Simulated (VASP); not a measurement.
**A VASP 6.6.1 single-point calculation on ZnS**

INCAR

```
ISMEAR = -1
NELM = 120
ALGO = VeryFast
IVDW = 20
LASPH = .TRUE.
LCHARG = .FALSE.
LWAVE = .FALSE.
ENCUT = 520
NBANDS = 16
GGA = PE
SIGMA = 0.02
EDIFF = 1E-7
NSW = 0
ISIF = 2
IBRION = -1
LREAL = .FALSE.
PREC = Accurate
```

KPOINTS

```
KPOINTS created by Atomic Simulation Environment
0
Gamma
8 8 8
0 0 0
```

POSCAR

```
Zn S
 1.0000000000000000
     0.0000000000000000    2.6940858314999998    2.7479675482000001
     2.6940858314999998    0.0000000000000000    2.7479675482000001
     2.6940858314999998    2.6940858314999998    0.0000000000000000
 Zn  S
   1   1
Cartesian
  0.0000000000000000  0.0000000000000000  0.0000000000000000
  1.3470429157499999  1.3470429157499999  1.3739837741000001
```

The recommended PBE PAW datasets give the neutral cell 18 valence electrons.

Command

```
mpirun -np 1 vasp_std
```

**Question.** Predict the outcome of this run.

**Answer.** It converged. Results: gap between bands v and c on the k mesh 2.04 eV; least direct gap on the k mesh 2.04 eV; pressure -0.1 GPa. Band v is the last that the valence electrons fill when counted band by band, and c is the next.

OSZICAR

```
N       E                     dE             d eps       ncg     rms          rms(c)
RMM:   1     0.713656527590E+02    0.71366E+02   -0.64749E+03   944   0.111E+03
RMM:   2     0.480430006406E+01   -0.66561E+02   -0.94072E+02   944   0.208E+02
RMM:   3    -0.429975457147E+01   -0.91041E+01   -0.10626E+02   944   0.798E+01
RMM:   4    -0.682942391517E+01   -0.25297E+01   -0.17586E+01   944   0.321E+01
RMM:   5    -0.719219510417E+01   -0.36277E+00   -0.30694E+00   944   0.143E+01
RMM:   6    -0.725846684670E+01   -0.66272E-01   -0.59899E-01   944   0.683E+00
RMM:   7    -0.727223583042E+01   -0.13769E-01   -0.13646E-01   944   0.326E+00
RMM:   8    -0.727563056215E+01   -0.33947E-02   -0.34493E-02   944   0.173E+00
RMM:   9    -0.727649309740E+01   -0.86254E-03   -0.88930E-03  2532   0.881E-01
RMM:  10    -0.727680428641E+01   -0.31119E-03   -0.31295E-03  2542   0.424E-01
RMM:  11    -0.727686605528E+01   -0.61769E-04   -0.52654E-04  2629   0.189E-01
RMM:  12    -0.727688249810E+01   -0.16443E-04   -0.16192E-04  2633   0.950E-02    0.672E+00
RMM:  13    -0.688134884831E+01    0.39553E+00   -0.77357E-01  3747   0.769E+00    0.542E+00
RMM:  14    -0.685076370261E+01    0.30585E-01   -0.78766E-02  3262   0.279E+00    0.268E+00
RMM:  15    -0.684921494528E+01    0.15488E-02   -0.54328E-03  2666   0.521E-01    0.653E-01
RMM:  16    -0.684929191290E+01   -0.76968E-04   -0.15009E-03  2202   0.349E-01    0.117E-01
RMM:  17    -0.684939017575E+01   -0.98263E-04   -0.27515E-04  2270   0.148E-01    0.872E-02
RMM:  18    -0.684945038779E+01   -0.60212E-04   -0.14226E-04  2253   0.122E-01    0.191E-02
RMM:  19    -0.684945098596E+01   -0.59817E-06   -0.35120E-05  2365   0.632E-02    0.404E-03
RMM:  20    -0.684945162758E+01   -0.64161E-06   -0.70244E-06  2535   0.236E-02    0.895E-03
RMM:  21    -0.684945180089E+01   -0.17332E-06   -0.20324E-06  2495   0.136E-02    0.182E-03
RMM:  22    -0.684945189713E+01   -0.96237E-07   -0.61592E-07  2089   0.725E-03
   1 F= -.73368002E+01 E0= -.73368002E+01  d E =-.161187E-10
```

For comparison, a separate PBE run of the intended cell, on usual settings and not on those above, gives a gap of 2.04 eV on its mesh and a pressure of 0.9 GPa.
